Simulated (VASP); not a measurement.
# Mg (P6/mmm) in VASP: reference runs, part 2 of 2

VASP 6.6.1. The steps go on from the part before.

## 5. Equation of state, PBE, 23.55 Å³/atom (volume scaled by 0.96)

File INCAR:

```
  ALGO = Normal
  EDIFF = 1E-7
  ENCUT = 520
  GGA = PE
  ISIF = 2
  ISMEAR = -1
  LASPH = True
  LCHARG = False
  LREAL = False
  LWAVE = False
  NBANDS = 7
  NELM = 80
  PREC = Accurate
  SIGMA = 0.05
```

File KPOINTS:

```
k-points
0
Gamma
  10 10 9
```

File POSCAR:

```
Mg
1.0
    3.0090744793      0.0000000000      0.0000000000
   -1.5045372397      2.6059349410      0.0000000000
    0.0000000000      0.0000000000      3.0036860718
Mg
1
Direct
    0.0000000000      0.0000000000      0.0000000000
```

Run with:

```
$ cat potpaw_PBE.64/Mg/POTCAR > POTCAR
$ mpirun -np 1 vasp_std > vasp.out
```

Run time: 3.1 s. Hardware: 1 thread of Intel Xeon 6975P-C (Granite Rapids), shared host; peak memory 0.13 GiB.

It converged, with:

```
Free energy            : -1.2703 eV
Pressure               : 2.6 GPa
Band gap on the k mesh : none (metal or under the smearing width)
```

## 6. Equation of state, PBE, 24.04 Å³/atom (volume scaled by 0.98)

File INCAR:

```
SYSTEM = Mg
PREC = Accurate
ENCUT = 520
EDIFF = 1E-7
ISMEAR = -1
SIGMA = 0.05
LREAL = .False.
LASPH = .True.
NELM = 60
ALGO = Normal
ISIF = 2
LWAVE = .False.
LCHARG = .False.
GGA = PE
NBANDS = 7
```

File KPOINTS:

```
regular mesh
0
Gamma
  10 10 9
  0 0 0
```

File POSCAR:

```
Mg
1.0
    3.0298273729      0.0000000000      0.0000000000
   -1.5149136865      2.6239074740      0.0000000000
    0.0000000000      0.0000000000      3.0244018028
Mg
1
Direct
    0.0000000000      0.0000000000      0.0000000000
```

Potentials or basis: VASP PAW PBE potentials, release 64 (Mg).

Run with:

```
$ cat potpaw_PBE.64/Mg/POTCAR > POTCAR
$ mpirun -np 1 vasp_std > vasp.out
```

Run time: 2.9 s. Hardware: 1 thread of Intel Xeon 6975P-C (Granite Rapids), shared host; peak memory 0.13 GiB.

It converged, with:

```
Free energy            : -1.2770 eV
Pressure               : 1.8 GPa
Band gap on the k mesh : none (metal or under the smearing width)
```

## 7. Equation of state, PBE, 25.03 Å³/atom (volume scaled by 1.02)

File INCAR:

```
SYSTEM = Mg
PREC     = Accurate       ! precision mode
ENCUT    = 520            ! plane-wave cutoff, eV
EDIFF    = 1E-7           ! SCF threshold, eV
ISMEAR   = -1             ! smearing method
SIGMA    = 0.05           ! smearing width, eV
LREAL    = .FALSE.        ! projectors in reciprocal space
LASPH    = .TRUE.         ! aspherical terms in the spheres
NELM     = 100            ! most SCF steps
ALGO     = Normal         ! electronic algorithm
ISIF     = 2              ! what is computed and relaxed
LWAVE    = .FALSE.        ! write WAVECAR
LCHARG   = .FALSE.        ! write CHGCAR
GGA      = PE             ! functional
NBANDS   = 7              ! bands
```

File KPOINTS:

```
regular mesh
0
G
  10 10 9
  0 0 0
```

File POSCAR:

```
Mg
1.0
    3.0705010501      0.0000000000      0.0000000000
   -1.5352505251      2.6591319118      0.0000000000
    0.0000000000      0.0000000000      3.0650026449
Mg
1
Direct
    0.0000000000      0.0000000000      0.0000000000
```

Run with:

```
$ cat potpaw_PBE.64/Mg/POTCAR > POTCAR
$ mpirun -np 1 vasp_std > vasp.out
```

Wall time 3.1 s (1 thread of Intel Xeon 6975P-C (Granite Rapids), shared host); peak memory 0.14 GiB.

The run converged. Its results:

* Free energy: -1.2839 eV
* Pressure: 0.5 GPa
* Band gap on the k mesh: none (metal or under the smearing width)

## 8. Equation of state, PBE, 25.52 Å³/atom (volume scaled by 1.04)

File INCAR:

```
SYSTEM = Mg
PREC = Accurate
ENCUT = 520
EDIFF = 1E-7
ISMEAR = -1
SIGMA = 0.05
LREAL = .False.
LASPH = .True.
NELM = 60
ALGO = Normal
ISIF = 2
LWAVE = .False.
LCHARG = .False.
GGA = PE
NBANDS = 7
```

File KPOINTS:

```
regular mesh
0
Gamma
  10 10 9
  0 0 0
```

File POSCAR:

```
Mg
1.0
    3.0904399273      0.0000000000      0.0000000000
   -1.5452199637      2.6763994860      0.0000000000
    0.0000000000      0.0000000000      3.0849058172
Mg
1
Direct
    0.0000000000      0.0000000000      0.0000000000
```

Potentials or basis: VASP PAW PBE potentials, release 64 (Mg).

Run with:

```
$ cat potpaw_PBE.64/Mg/POTCAR > POTCAR
$ mpirun -np 1 vasp_std > vasp.out
```

OUTCAR:

```text
SYSTEM = Mg
   PREC = Accurate
   ENCUT = 520
   EDIFF = 1E-7
   ISMEAR = -1
   LREAL = .False.
   LASPH = .True.
   NELM = 60
   ISIF = 2
   GGA = PE

 Found     70 irreducible k-points:

 Following reciprocal coordinates:
            Coordinates               Weight
  0.000000  0.000000  0.000000      1.000000
  0.100000  0.000000  0.000000      6.000000
  0.200000  0.000000  0.000000      6.000000
  0.300000  0.000000  0.000000      6.000000
  0.400000  0.000000  0.000000      6.000000
  0.500000  0.000000  0.000000      3.000000
   k-points           NKPTS =     70   k-points in BZ     NKDIM =     70   number of bands    NBANDS=      7
   number of dos      NEDOS =    301   number of ions     NIONS =      1
   total plane-waves  NPLWV =  13824
   dimension x,y,z NGX =    24 NGY =   24 NGZ =   24
   dimension x,y,z NGXF=    48 NGYF=   48 NGZF=   48
   ions per type =               1
   NGX,Y,Z   is equivalent  to a cutoff of  12.91, 12.91, 12.93 a.u.
   NGXF,Y,Z  is equivalent  to a cutoff of  25.82, 25.82, 25.87 a.u.
 SYSTEM =  Mg
   PREC   = accura    normal or accurate (medium, high low for compatibility)
   ISTART =      0    job   : 0-new  1-cont  2-samecut
   ICHARG =      2    charge: 1-file 2-atom 10-const
   ISPIN  =      1    spin polarized calculation?
   LNONCOLLINEAR =      F non collinear calculations
   LSORBIT =      F    spin-orbit coupling
   LASPH  =      T    aspherical Exc in radial PAW
   ENCUT  =  520.0 eV  38.22 Ry    6.18 a.u.   5.75  5.75  5.74*2*pi/ulx,y,z
   NELM   =     60;   NELMIN=  2; NELMDL= -5     # of ELM steps
[... 52 lines left out ...]
 cond. band min:       2.1278665375   @ k =   0.5000   0.0000   0.3333
 fundamental gap:      0.1810897897
 Fermi energy:         2.0292986272

 k-point     1 :       0.0000    0.0000    0.0000
  band No.  band energies     occupation
      1      -4.4104      2.00000
      2       9.9430      0.00000
      3      10.5663      0.00000
      4      14.3943      0.00000
      5      14.3943      0.00000
      6      15.3016      0.00000
      7      15.3016      0.00000
[... 41 lines left out ...]
 k-point     6 :       0.5000    0.0000    0.0000
  band No.  band energies     occupation
      1       0.5594      2.00000
      2       0.9081      2.00000
      3      10.1644      0.00000
      4      10.4425      0.00000
      5      14.7231      0.00000
      6      15.3537      0.00000
      7      16.5412      0.00000

 [... further k-points ...]
[... 5 lines left out ...]
  --------------------------------------------------------------------------------------
  -------------------------------------------------------------------------------------
  Total        0.0256884      0.0256884     -0.0815840     -0.0000000     -0.0000000      0.0000000
  in kB        1.6129984      1.6129985     -5.1227396     -0.0000000     -0.0000000      0.0000000
  external PRESSURE =      -0.6322476 kB  Pullay stress =       0.0000000 kB

 VOLUME and BASIS-vectors are now :
 -----------------------------------------------------------------------------
  energy-cutoff  :      520.00
  volume of cell :       25.52
      direct lattice vectors                 reciprocal lattice vectors
     3.090439927  0.000000000  0.000000000     0.323578527  0.186818150  0.000000000
    -1.545219964  2.676399486  0.000000000     0.000000000  0.373636300  0.000000000
     0.000000000  0.000000000  3.084905817     0.000000000  0.000000000  0.324159005

 POSITION                                       TOTAL-FORCE (eV/Angst)
 -----------------------------------------------------------------------------------
      0.00000      0.00000      0.00000         0.000000      0.000000      0.000000
 -----------------------------------------------------------------------------------
    total drift:                                0.000000      0.000000      0.000000

  FREE ENERGIE OF THE ION-ELECTRON SYSTEM (eV)
  ---------------------------------------------------
  free  energy   TOTEN  =        -1.2845951127 eV

  energy  without entropy=       -1.2819643800  energy(sigma->0) =       -1.28327975
```

OSZICAR:

```text
N       E                     dE             d eps       ncg     rms          rms(c)
DAV:   1    -0.685833103385E+00   -0.68583E+00   -0.78270E+02  1057   0.194E+02
DAV:   2    -0.129172237170E+01   -0.60589E+00   -0.59749E+00  1260   0.106E+01
DAV:   3    -0.129401505543E+01   -0.22927E-02   -0.22925E-02  1302   0.735E-01
DAV:   4    -0.129401805586E+01   -0.30004E-05   -0.30003E-05  1365   0.214E-02
DAV:   5    -0.129401805999E+01   -0.41273E-08   -0.39031E-08  1400   0.646E-04    0.631E-01
DAV:   6    -0.128928851101E+01    0.47295E-02   -0.54248E-04  1183   0.128E-01    0.404E-01
DAV:   7    -0.128458572895E+01    0.47028E-02   -0.25011E-03  1169   0.237E-01    0.233E-02
DAV:   8    -0.128459538110E+01   -0.96521E-05   -0.21282E-05  1323   0.254E-02    0.579E-03
DAV:   9    -0.128459525082E+01    0.13028E-06   -0.10221E-06  1344   0.409E-03    0.366E-04
DAV:  10    -0.128459514044E+01    0.11038E-06   -0.89646E-09  1064   0.458E-04    0.157E-04
DAV:  11    -0.128459511271E+01    0.27738E-07   -0.97446E-10   672   0.173E-04
   1 F= -.12845951E+01 E0= -.12832797E+01  d E =-.263073E-02
```

stdout:

```text
POSCAR found type information on POSCAR Mg
 POSCAR found :  1 types and       1 ions
 scaLAPACK will be used
 LDA part: xc-table for (Slater+PW92), standard interpolation
 POSCAR, INCAR and KPOINTS ok, starting setup
 FFT: planning ... GRIDC
 FFT: planning ... GRID_SOFT
 FFT: planning ... GRID
 WAVECAR not read
 entering main loop
```

Wall time 3.3 s (1 thread of Intel Xeon 6975P-C (Granite Rapids), shared host); peak memory 0.14 GiB.

Results:

- Free energy: -1.2846 eV
- Pressure: -0.1 GPa
- Band gap on the k mesh: none (metal or under the smearing width)

## 9. Equation of state, PBE, 26.01 Å³/atom (volume scaled by 1.06)

File INCAR:

```
  PREC = Accurate
  ENCUT = 520
  EDIFF = 1E-7
  ISMEAR = -1
  SIGMA = 0.05
  LREAL = False
  LASPH = True
  NELM = 80
  ALGO = Normal
  ISIF = 2
  LWAVE = False
  LCHARG = False
  GGA = PE
  NBANDS = 7
```

File KPOINTS:

```
Automatic mesh
0
Gamma
  10 10 9
```

File POSCAR:

```
Mg
1.0
    3.1101247888      0.0000000000      0.0000000000
   -1.5550623945      2.6934470761      0.0000000000
    0.0000000000      0.0000000000      3.1045554286
Mg
1
Direct
    0.0000000000      0.0000000000      0.0000000000
```

Potentials or basis: VASP PAW PBE potentials, release 64 (Mg).

Run with:

```
$ cat potpaw_PBE.64/Mg/POTCAR > POTCAR
$ mpirun -np 1 vasp_std > vasp.out
```

Run time: 3.3 s. Hardware: 1 thread of Intel Xeon 6975P-C (Granite Rapids), shared host; peak memory 0.13 GiB.

It converged, with:

| Property | Result |
| --- | --- |
| Free energy | -1.2836 eV |
| Pressure | -0.6 GPa |
| Band gap on the k mesh | none (metal or under the smearing width) |

## 10. Equation of state, PBE

This step only gathers the single runs of the series.

Results:

* Equilibrium volume: 25.46 Å³/atom
* Bulk modulus at fixed shape and positions: 28 GPa
* Pressure derivative of the bulk modulus: 3.9

Energy against volume, from the lowest point:
| volume (Å³/atom) | energy (meV/atom) |
| --- | --- |
| 23.063 | 23.43 |
| 23.553 | 14.32 |
| 24.044 | 7.63 |
| 24.535 | 3.14 |
| 25.025 | 0.66 |
| 25.516 | 0.00 |
| 26.007 | 0.99 |

Caveat: the cell was scaled at fixed shape and fractional positions, which overstates the stiffness of a crystal with free parameters, most of all of layers and chains.

## 11. Summary

```tsv
task	cell	gap on the mesh (eV)	pressure (GPa)
single point	as given	none	1.1
single point	cell strained at random at fixed volume	none	1.3
equation of state	as given	-	-
```

Alike in all rows: level PBE; potentials or basis VASP PAW PBE potentials, release 64 (Mg); no spin polarisation; k mesh 10 × 10 × 9; cutoff (eV) 520; smearing fermi-dirac 0.05 eV.

Caveats: the cell was scaled at fixed shape and fractional positions, which overstates the stiffness of a crystal with free parameters, most of all of layers and chains (some runs).

Total energies depend on the potentials used, so only differences within one code and one set of settings carry meaning.
